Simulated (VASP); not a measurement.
# CsPbCl3 (Pm-3m) in VASP: a series of runs

The runs below take CsPbCl3 through band structure, with LDA, r2SCAN.

Everything below comes from runs of VASP 6.6.1. Logs are shortened: lines on timing, memory, paths and dates and some standing lists are left out, and cuts for length are marked.

## 1. The structure

Symmetry: Pm-3m, No. 221, cubic system. Conventional cell: a = 5.619 Å, b = 5.619 Å, c = 5.619 Å, α = 90.00°, β = 90.00°, γ = 90.00°. Around Cs (site symmetry m-3m) lie 12 Cl at 3.97 Å. Around Pb (site symmetry m-3m) lie 6 Cl at 2.81 Å. Around Cl (site symmetry 4/mmm) lie 2 Pb at 2.81 Å.

## 2. Band structure, LDA

Input file INCAR:

```
PREC = Accurate
ENCUT = 520
EDIFF = 1E-6
ISMEAR = 0
SIGMA = 0.03
LREAL = F
LASPH = T
NELM = 80
ALGO = Normal
ISIF = 2
LWAVE = F
LCHARG = F
GGA = CA
NBANDS = 30
KPAR = 2
```

Input file KPOINTS:

```
regular mesh
0
Gamma
  6 6 6
```

Input file POSCAR:

```
CsPbCl3                                 
1.0
    5.6185701126      0.0000000000      0.0000000000
    0.0000000000      5.6185701126     -0.0000000000
    0.0000000000      0.0000000000      5.6185701126
  Cs              Pb              Cl            
     1     1     3
Direct
     0.0000000000000000    0.0000000000000000    0.0000000000000000
     0.5000000000000000    0.5000000000000000    0.5000000000000000
     0.5000000000000000    0.5000000000000000    0.0000000000000000
     0.0000000000000000    0.5000000000000000    0.5000000000000000
     0.5000000000000000    0.0000000000000000    0.5000000000000000
```

Input file KPOINTS_OPT:

```
explicit points
188
Reciprocal
 0.0000000000  0.0000000000  0.0000000000 1
 0.0000000000  0.0263157895  0.0000000000 1
 0.0000000000  0.0526315789  0.0000000000 1
 0.0000000000  0.0789473684  0.0000000000 1
 0.0000000000  0.1052631579  0.0000000000 1
 0.0000000000  0.1315789474  0.0000000000 1
[... 180 lines left out ...]
 0.0220774400  0.4779225600  0.0000000000 1
-0.0220774400  0.5220774400  0.0000000000 1
```

Potentials or basis: VASP PAW LDA potentials, release 64 (Cs_sv, Pb_d, Cl).

On the command line:

```
cat potpaw_LDA.64/Cs_sv/POTCAR potpaw_LDA.64/Pb_d/POTCAR potpaw_LDA.64/Cl/POTCAR > POTCAR
mpirun -np 2 vasp_std > vasp.out
```

OUTCAR:

```text
PREC = Accurate
   ENCUT = 520
   EDIFF = 1E-6
   ISMEAR = 0
   LREAL = F
   LASPH = T
   NELM = 80
   ISIF = 2
   GGA = CA

 ion  position               nearest neighbor table
   1  0.000  0.000  0.000-
   2  0.500  0.500  0.500-   3 2.81   4 2.81   5 2.81   3 2.81   5 2.81   4 2.81
   3  0.500  0.500  0.000-   2 2.81   2 2.81
   4  0.000  0.500  0.500-   2 2.81   2 2.81
   5  0.500  0.000  0.500-   2 2.81   2 2.81

  LATTYP: Found a simple cubic cell.
 ALAT       =     5.6185701126

  Lattice vectors:

 A1 = (   5.6185701126,   0.0000000000,   0.0000000000)
 A2 = (   0.0000000000,   5.6185701126,   0.0000000000)
 A3 = (   0.0000000000,   0.0000000000,   5.6185701126)

Analysis of symmetry for initial positions (statically):
=====================================================================
 Subroutine PRICEL returns:
 Original cell was already a primitive cell.

 Routine SETGRP: Setting up the symmetry group for a
 simple cubic supercell.

 Subroutine GETGRP returns: Found 48 space group operations
 (whereof 48 operations were pure point group operations)
 out of a pool of 48 trial point group operations.

The static configuration has the point symmetry O_h .

Analysis of symmetry for dynamics (positions and initial velocities):
=====================================================================
 Subroutine PRICEL returns:
 Original cell was already a primitive cell.

 Routine SETGRP: Setting up the symmetry group for a
 simple cubic supercell.

 Subroutine GETGRP returns: Found 48 space group operations
 (whereof 48 operations were pure point group operations)
 out of a pool of 48 trial point group operations.

The dynamic configuration has the point symmetry O_h .

 Subroutine INISYM returns: Found 48 space group operations
 (whereof 48 operations are pure point group operations),
 and found     1 'primitive' translations

----------------------------------------------------------------------------------------

                                     Primitive cell

  volume of cell :     177.3689

  direct lattice vectors                    reciprocal lattice vectors
     5.618570113  0.000000000  0.000000000     0.177981227  0.000000000  0.000000000
     0.000000000  5.618570113  0.000000000     0.000000000  0.177981227  0.000000000
     0.000000000  0.000000000  5.618570113     0.000000000  0.000000000  0.177981227

  length of vectors
     5.618570113  5.618570113  5.618570113     0.177981227  0.177981227  0.177981227

  position of ions in fractional coordinates (direct lattice)
     0.000000000  0.000000000  0.000000000
     0.500000000  0.500000000  0.500000000
     0.500000000  0.500000000  0.000000000
     0.000000000  0.500000000  0.500000000
     0.500000000  0.000000000  0.500000000

  ion indices of the primitive-cell ions
   primitive index   ion index
                 1           1
                 2           2
                 3           3
                 4           4
                 5           5

----------------------------------------------------------------------------------------

 KPOINTS: regular mesh

Automatic generation of k-mesh.
 Grid dimensions read from file:
 generate k-points for:    6    6    6

 Generating k-lattice:

  Cartesian coordinates                     Fractional coordinates (reciprocal lattice)
     0.029663538  0.000000000  0.000000000     0.166666667  0.000000000  0.000000000
     0.000000000  0.029663538  0.000000000     0.000000000  0.166666667  0.000000000
     0.000000000  0.000000000  0.029663538     0.000000000  0.000000000  0.166666667

  Length of vectors
     0.029663538  0.029663538  0.029663538

  Shift w.r.t. Gamma in fractional coordinates (k-lattice)
     0.000000000  0.000000000  0.000000000

 Subroutine IBZKPT returns following result:
 ===========================================

 Found     20 irreducible k-points:

 Following reciprocal coordinates:
            Coordinates               Weight
  0.000000  0.000000  0.000000      1.000000
  0.166667  0.000000  0.000000      6.000000
  0.333333  0.000000  0.000000      6.000000
  0.500000  0.000000  0.000000      3.000000
  0.166667  0.166667  0.000000     12.000000
  0.333333  0.166667  0.000000     24.000000
[... 12 lines left out ...]
  0.500000  0.500000  0.333333      6.000000
  0.500000  0.500000  0.500000      1.000000
   k-points           NKPTS =     20   k-points in BZ     NKDIM =     20   number of bands    NBANDS=     30
   number of dos      NEDOS =    301   number of ions     NIONS =      5
   total plane-waves  NPLWV =  74088
   dimension x,y,z NGX =    42 NGY =   42 NGZ =   42
   dimension x,y,z NGXF=    84 NGYF=   84 NGZF=   84
   ions per type =               1   1   3
   NGX,Y,Z   is equivalent  to a cutoff of  12.43, 12.43, 12.43 a.u.
   NGXF,Y,Z  is equivalent  to a cutoff of  24.85, 24.85, 24.85 a.u.
 SYSTEM =  unknown system
   PREC   = accura    normal or accurate (medium, high low for compatibility)
   ISTART =      0    job   : 0-new  1-cont  2-samecut
   ICHARG =      2    charge: 1-file 2-atom 10-const
   ISPIN  =      1    spin polarized calculation?
   LNONCOLLINEAR =      F non collinear calculations
   LSORBIT =      F    spin-orbit coupling
   LASPH  =      T    aspherical Exc in radial PAW
   ENCUT  =  520.0 eV  38.22 Ry    6.18 a.u.  10.45 10.45 10.45*2*pi/ulx,y,z
   NELM   =     80;   NELMIN=  2; NELMDL= -5     # of ELM steps
   EDIFF  = 0.1E-05   stopping-criterion for ELM
   LREAL  =      F    real-space projection
   EDIFFG = 0.1E-04   stopping-criterion for IOM
   NSW    =      0    number of steps for IOM
   IBRION =     -1    ionic relax: 0-MD 1-quasi-New 2-CG
   NFREE  =      0    steps in history (QN), initial steepest desc. (CG)
   ISIF   =      2    stress and relaxation
   ISYM   =      2    0-nonsym 1-usesym 2-fastsym
   POTIM  = 0.5000    time-step for ionic-motion
   TEBEG  =    0.0;   TEEND  =   0.0 temperature during run
   PSTRESS=    0.0 pullay stress
   NELECT =      44.0000    total number of electrons
   NUPDOWN=      -1.0000    fix difference up-down
   EMIN   =  10.00;   EMAX   =-10.00  energy-range for DOS
   EFERMI =   0.00;   METHOD = LEGACY
   ISMEAR =     0;   SIGMA  =   0.03  broadening in eV -4-tet -1-fermi 0-gaus
   EFERMI_NEDOS =   21; number of points for ismear=-14 and -15
   IALGO  =     38    algorithm
   IMIX   =      4    mixing-type and parameters
     AMIX     =   0.40;   BMIX     =  1.00
     AMIX_MAG =   1.60;   BMIX_MAG =  1.00
  volume/ion in A,a.u.               =      35.47       239.39
  Fermi-wavevector in a.u.,A,eV,Ry     =   1.028648  1.943862 14.396538  1.058116
  Thomas-Fermi vector in A             =   2.162655
   LORBIT       =      0    0 simple, 1 ext, 2 COOP (PROOUT), +10 PAW based schemes
   GGA     = CA    functional components
   LHFCALC =     F    Hartree Fock is set to
   AEXX    =    0.0000 exact exchange contribution
   IVDW    =     0    specifies the selected vdW correction
   LEPSILON=     F    determine dielectric tensor
   LRPA    =     F    only Hartree local field effects (RPA)
 non-spin polarized calculation
 Gauss-broadening in eV      SIGMA  =   0.03
  energy-cutoff  :      520.00
  volume of cell :      177.37
 maximum number of plane-waves:      4801
 NGX is ok and might be reduce to    42
   NGX = 21   NGY = 21   NGZ = 21

 number of electron      44.0000002 magnetization

 Free energy of the ion-electron system (eV)
  ---------------------------------------------------
  ext. energy  EPLUGINS =         0.00000000
  ---------------------------------------------------
  free energy    TOTEN  =       -19.39212669 eV

  energy without entropy =      -19.39212669  energy(sigma->0) =      -19.39212669

 E-fermi :   1.6031     XC(G=0):  -8.2511

 val. band max:        1.4795151947   @ k =   0.5000   0.5000   0.5000
 cond. band min:       3.2238230822   @ k =   0.5000   0.5000   0.5000
 fundamental gap:      1.7443078875
 Fermi energy:         1.6031305621

 k-point     1 :       0.0000    0.0000    0.0000
  band No.  band energies     occupation
      1     -19.7548      2.00000
      2     -15.2703      2.00000
      3     -15.2703      2.00000
      4     -15.0297      2.00000
      5     -15.0297      2.00000
      6     -15.0297      2.00000
[... 22 lines left out ...]
     29       7.4781      0.00000
     30       7.4781      0.00000

 k-point     2 :       0.1667    0.0000    0.0000
  band No.  band energies     occupation
      1     -19.7543      2.00000
      2     -15.2702      2.00000
      3     -15.2463      2.00000
      4     -15.0300      2.00000
      5     -15.0300      2.00000
      6     -15.0296      2.00000
[... 22 lines left out ...]
     29       6.7599      0.00000
     30       7.5150      0.00000

 k-point     3 :       0.3333    0.0000    0.0000
  band No.  band energies     occupation
      1     -19.7531      2.00000
      2     -15.2701      2.00000
      3     -15.1970      2.00000
      4     -15.0308      2.00000
      5     -15.0308      2.00000
      6     -15.0296      2.00000
[... 22 lines left out ...]
     29       6.8549      0.00000
     30       7.8535      0.00000

 k-point     4 :       0.5000    0.0000    0.0000
  band No.  band energies     occupation
      1     -19.7526      2.00000
      2     -15.2700      2.00000
      3     -15.1717      2.00000
      4     -15.0311      2.00000
      5     -15.0311      2.00000
      6     -15.0296      2.00000
[... 484 lines left out ...]
     29       7.1897      0.00000
     30       7.5810      0.00000

 k-point    19 :       0.5000    0.5000    0.3333
  band No.  band energies     occupation
      1     -19.7495      2.00000
      2     -15.1370      2.00000
      3     -15.1057      2.00000
      4     -15.0326      2.00000
      5     -15.0323      2.00000
      6     -15.0323      2.00000
[... 22 lines left out ...]
     29       7.0034      0.00000
     30       7.7970      0.00000

 k-point    20 :       0.5000    0.5000    0.5000
  band No.  band energies     occupation
      1     -19.7491      2.00000
      2     -15.1057      2.00000
      3     -15.1057      2.00000
      4     -15.0327      2.00000
      5     -15.0327      2.00000
      6     -15.0327      2.00000
[... 22 lines left out ...]
     29       6.8947      0.00000
     30       8.1705      0.00000

------------------------ aborting loop because EDIFF is reached ----------------------------------------

  FORCE on cell =-STRESS in cart. coord.  units (eV):
  Direction    XX          YY          ZZ          XY          YZ          ZX
  --------------------------------------------------------------------------------------
  -------------------------------------------------------------------------------------
  Total       -1.5159844     -1.5159844     -1.5159844     -0.0000000      0.0000000     -0.0000000
  in kB      -13.6939233    -13.6939233    -13.6939233     -0.0000000      0.0000000     -0.0000000
  external PRESSURE =     -13.6939233 kB  Pullay stress =       0.0000000 kB

 VOLUME and BASIS-vectors are now :
 -----------------------------------------------------------------------------
  energy-cutoff  :      520.00
  volume of cell :      177.37
      direct lattice vectors                 reciprocal lattice vectors
     5.618570113  0.000000000  0.000000000     0.177981227  0.000000000  0.000000000
     0.000000000  5.618570113  0.000000000     0.000000000  0.177981227  0.000000000
     0.000000000  0.000000000  5.618570113     0.000000000  0.000000000  0.177981227

 POSITION                                       TOTAL-FORCE (eV/Angst)
 -----------------------------------------------------------------------------------
      0.00000      0.00000      0.00000         0.000000      0.000000      0.000000
      2.80929      2.80929      2.80929         0.000000      0.000000      0.000000
      2.80929      2.80929      0.00000         0.000000      0.000000      0.000000
      0.00000      2.80929      2.80929         0.000000      0.000000      0.000000
      2.80929      0.00000      2.80929         0.000000      0.000000      0.000000
 -----------------------------------------------------------------------------------
    total drift:                                0.000000     -0.000000     -0.000000

  FREE ENERGIE OF THE ION-ELECTRON SYSTEM (eV)
  ---------------------------------------------------
  free  energy   TOTEN  =       -19.3921266867 eV

  energy  without entropy=      -19.3921266867  energy(sigma->0) =      -19.39212669
```

Wall time 3.7 min (2 MPI ranks of Intel Xeon Platinum 8559C (Emerald Rapids), shared host); peak memory 0.35 GiB.

Results:

* Free energy: -19.3921 eV
* Pressure: -1.4 GPa
* Band gap on the k mesh: 1.74 eV, direct
* Band gap along the path: 1.74 eV, direct

Levels at the corners of the path, in eV from the valence-band top:
```tsv
point	band 18	band 19	band 20	band 21	band 22	band 23	band 24	band 25	band 26	band 27
Γ	-2.57	-2.57	-2.46	-2.46	-2.46	3.00	4.06	4.06	5.02	5.02
X	-2.67	-2.67	-2.57	-2.57	-1.66	2.87	4.41	5.00	5.16	5.16
X	-2.67	-2.67	-2.57	-2.57	-1.66	2.87	4.41	5.00	5.16	5.16
M	-2.77	-2.77	-2.70	-2.14	-0.80	2.35	2.35	4.77	5.20	5.51
M	-2.77	-2.77	-2.70	-2.14	-0.80	2.35	2.35	4.77	5.20	5.51
Γ	-2.57	-2.57	-2.46	-2.46	-2.46	3.00	4.06	4.06	5.02	5.02
Γ	-2.57	-2.57	-2.46	-2.46	-2.46	3.00	4.06	4.06	5.02	5.02
R	-2.69	-2.13	-2.13	-2.13	0.00	1.74	1.74	1.74	4.80	5.42
R	-2.69	-2.13	-2.13	-2.13	0.00	1.74	1.74	1.74	4.80	5.42
X	-2.67	-2.67	-2.57	-2.57	-1.66	2.87	4.41	5.00	5.16	5.16
M	-2.77	-2.77	-2.70	-2.14	-0.80	2.35	2.35	4.77	5.20	5.51
R	-2.69	-2.13	-2.13	-2.13	0.00	1.74	1.74	1.74	4.80	5.42
```

Caveat: spin-orbit coupling is left out, which as a rule narrows the gap of such compounds by several tenths of an eV. A hybrid or GW would open this gap; LDA tends to underestimate it.

(Continued in part 2 of 2.)
